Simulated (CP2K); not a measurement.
HfO2 in CP2K: the effect of Hubbard term

Crystal: HfO2.

```xyz
12
Lattice="5.2195 0.0000 0.0000 0.0000 5.0048 0.0000 0.0000 0.0000 5.0327" Properties=species:S:1:pos:R:3 pbc="T T T"
Hf    5.0472    3.6661    3.7314
Hf    2.7820    3.6661    1.2151
Hf    2.4375    1.3387    3.7314
Hf    0.1723    1.3387    1.2151
O     3.2994    4.6477    4.4251
O     4.5298    4.6477    1.9087
O     1.2211    2.7020    2.4776
O     1.3886    2.7020    4.9939
O     3.9984    2.3028    4.9939
O     3.8308    2.3028    2.4776
O     0.6896    0.3571    4.4251
O     1.9201    0.3571    1.9087
```

Measurements of this composition are mostly on another form, of space group No. 14.

Alike in all runs:

```yaml
Program: CP2K 2026.2
Task: single point
Functional: PBEsol
Potentials_or_basis: GTH_POTENTIALS Hf GTH-PBE-q12, O GTH-PBE-q6; DZVP-MOLOPT-SR-GTH basis
Density_cutoff: 8163 eV
k_mesh: 4 × 4 × 4
Occupations: fermi-dirac, width 0.05 eV
Spin: no spin polarisation
SCF_solver: diagonalisation with k points
Quickstep_method: GPW
EPS_DEFAULT: 1.0E-10
EPS_SCF: 1.0E-6
MAX_SCF: 100
SCF_GUESS: ATOMIC
k_points_reduced_by_the_point_group: yes
Mesh_centred_on_Gamma: yes
```

| Hubbard term | gap on the mesh (eV) | largest force (eV/Å) |
| --- | --- | --- |
| none | 4.37 | 0.13 |
| Hf d U = 2.0 eV | 4.82 | 0.16 |
| Hf d U = 4.0 eV | 5.28 | 0.20 |
| Hf d U = 6.0 eV | 5.73 | 0.24 |
| Hf d U = 8.0 eV | ? | ? |

Q: What does the run with Hubbard term Hf d U = 8.0 eV give?

A: gap on the mesh 5.65 eV; largest force 0.29 eV/Å.

Worked out: A straight line through the other rows of the gap on the mesh, of slope 0.227 eV per eV, extrapolates to 6.19 eV, against the run's 5.65. The fit is too stiff a form for this range. A straight line through the other rows of the largest force, of slope 0.0185 eV/Å per eV, extrapolates to 0.28 eV/Å, against the run's 0.29.

Caveats: the potentials were made for another functional, which shifts forces and pressure; spin-orbit coupling is left out, which moves the levels of the heavy elements; the basis of atomic orbitals isn't converged, which shifts pressures, moduli and gaps; this program's U acts on Mulliken populations of all basis functions of the shell, so it isn't the U of plane-wave codes (some runs); energies scatter by some meV and the pressure isn't listed (some runs).

A k mesh can miss the band edges.

A gap of «none» marks a metal or a gap under the smearing width.
